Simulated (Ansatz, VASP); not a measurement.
**One calculation of BN, two programs**

Contents of INCAR:

```
SYSTEM = BN
  PREC = Accurate
  ENCUT = 520
  EDIFF = 1E-7
  ISMEAR = 0
  SIGMA = 0.05
  LREAL = .FALSE.
  LASPH = .TRUE.
  NELM = 80
  ALGO = Normal
  ISIF = 2
  LWAVE = .FALSE.
  LCHARG = .FALSE.
  GGA = PE
  NBANDS = 16
```

Contents of KPOINTS:

```
Automatic mesh
0
G
  12 12 6
  0 0 0
```

Contents of POSCAR:

```
BN
1.0
    2.4013052904      0.0000000000      0.0000000000
   -1.2006526452      2.0795913837      0.0000000000
    0.0000000000      0.0000000000      4.2245145363
B N
2 2
Direct
    0.6666666667      0.3333333333      0.9998058548
    0.3333333333      0.6666666667      0.4998058548
    0.6666666667      0.3333333333      0.6251941452
    0.3333333333      0.6666666667      0.1251941452
```

Input for Ansatz:

```yaml
crystal:
  lattice:
    - [2.4013052904, 0.0, 0.0]
    - [-1.2006526452, 2.0795913837, 0.0]
    - [0.0, 0.0, 4.2245145363]
  atoms:
    - { symbol: B, position: [0.6666666667, 0.3333333333, 0.9998058548] }
    - { symbol: B, position: [0.3333333333, 0.6666666667, 0.4998058548] }
    - { symbol: "N", position: [0.6666666667, 0.3333333333, 0.6251941452] }
    - { symbol: "N", position: [0.3333333333, 0.6666666667, 0.1251941452] }
basis:
  ecutwfc: 420
kpoints:
  mp_grid: { grid: [12, 12, 6] }
hamiltonian:
  xc: pbe
scf:
  occupations: { method: gaussian, width: 0.05 }
output:
  forces: true
  stress: true
  eigenvalues: true
```

Change from the starting cell: strain -0.0600 x Voigt [1, 1, 0, 0, 0, 0], atoms carried along.

Alike in both runs: task single point; functional PBE; k mesh 12 × 12 × 6; occupations gaussian, width 0.05 eV; no spin polarisation.

|  | VASP | Ansatz |
| --- | --- | --- |
| version | VASP 6.6.1 | Ansatz 0.2.0 |
| potentials or method | VASP PAW PBE potentials, release 64 (B, N) | scalar-relativistic, plane waves, PAW |
| plane-wave cutoff (eV) | 520 | 420 |
| valence electrons in the cell | 16 | 16 |

|  | VASP | Ansatz | Ansatz less VASP |
| --- | --- | --- | --- |
| gap on the k mesh at the Fermi level (eV) | 4.71 | 4.73 | +0.022 |
| least direct gap on the mesh (eV) | 7.08 | 7.08 | +0.008 |
| pressure (GPa) | 60.3 | 59.7 | -0.62 |
| largest component of the traceless stress (GPa) | 51.09 | 50.74 | -0.345 |
| rms of the force components (eV/Å) | 0.233 | 0.226 | -0.0074 |

Atom by atom the forces differ by 0.007 eV/Å (rms over components). With one functional, cell and mesh, what is left measures potentials, basis and numerics.

Caveats: the cell as given lies far from equilibrium; so large a pressure means that the cell lies far from this level's equilibrium, or that cutoff or potentials fall short (VASP). A k mesh can miss the band edges.
